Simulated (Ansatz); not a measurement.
CoO in Ansatz: the effect of functional

CoO:

```
Co O
1.0
     1.63364    0.94318    2.61681
    -1.63364    0.94318    2.61681
     0.00000   -1.88637    2.61681
Co O
1 1
Direct
  0.99898 0.99898 0.99898
  0.75102 0.75102 0.75102
```

Measurements of this composition are mostly on another form, of space group No. 225.

The cell isn't the ideal one: volume scaled by 1.06.

Alike in all runs:

| Property | Result |
| --- | --- |
| Program | Ansatz 0.2.0 |
| Task | single point |
| Potentials or basis | Ansatz PAW |
| k mesh | 10 × 10 × 10 |
| Occupations | fermi-dirac, width 0.05 eV |
| Spin | collinear spin, ferromagnetic start |
| Starting moments | [2.0, 0.0] μB |

Question: One run gave: gap on the mesh none; pressure -13.7 GPa; moment 2.94 μB. Which functional did it use?
A. PBEsol
B. r2SCAN
C. LDA

Answer: A.

```csv
functional,cutoff,gap on the mesh (eV),pressure (GPa),moment (μB)
LDA,420 eV (not typed: the program's choice for these potentials),none,-20.2,2.88
PBEsol,420 eV (not typed: the program's choice for these potentials),none,-13.7,2.94
r2SCAN,500 eV (not typed: the program's choice for these potentials),0.32,-4.2,3.00
```

Caveats: a cell with one magnetic atom can't hold antiferromagnetic order, which such compounds often take; the PAW data sets come from PBE, with cores solved anew for the run's functional, which leaves a small shift of forces and pressure; semilocal functionals often make such compounds metallic where correlation or magnetic order opens a gap, which also shifts bond lengths (some runs); the magnetic or orbital state may not be the lowest (some runs).

A k mesh can miss the band edges.

A gap of «none» marks a metal or a gap under the smearing width.

Runs at the PBE level aren't shown here.
